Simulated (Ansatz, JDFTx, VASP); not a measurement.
GaP: programs and potentials compared

The starting cell:

```
Ga P
1.0
     0.00000    2.72525    2.72525
     2.72525    0.00000    2.72525
     2.72525    2.72525    0.00000
Ga P
1 1
Cartesian
  0.0000 0.0000 0.0000
  4.0879 4.0879 4.0879
```

Alike in all runs: task relaxation of cell and atoms; functional PBEsol; k mesh 6 × 6 × 6; occupations fermi-dirac, width 0.05 eV; no spin polarisation; no spin-orbit coupling.

```tsv
program and potentials	plane-wave cutoff (eV)	notes	equilibrium volume (Å³/atom)
Ansatz, all-electron LAPW, scalar-relativistic	-	-	20.11
VASP, PBE PAW files Ga_d, P, 600 eV	600	potentials made for PBE	20.10
JDFTx, PseudoDojo-SR-PBEsol-0.4.1-standard	1088	-	20.12
```

The equilibrium volume spans 20.10 (VASP, PBE PAW files Ga_d, P, 600 eV) to 20.12 Å³/atom (JDFTx, PseudoDojo-SR-PBEsol-0.4.1-standard), with all-electron results at 20.11. Relaxations stop with a little pressure left, so the last digit of a volume isn't settled.

The functional is the same throughout but for its coding, so the spread measures potentials, basis and numerics; runs on potential files found faulty are left out.
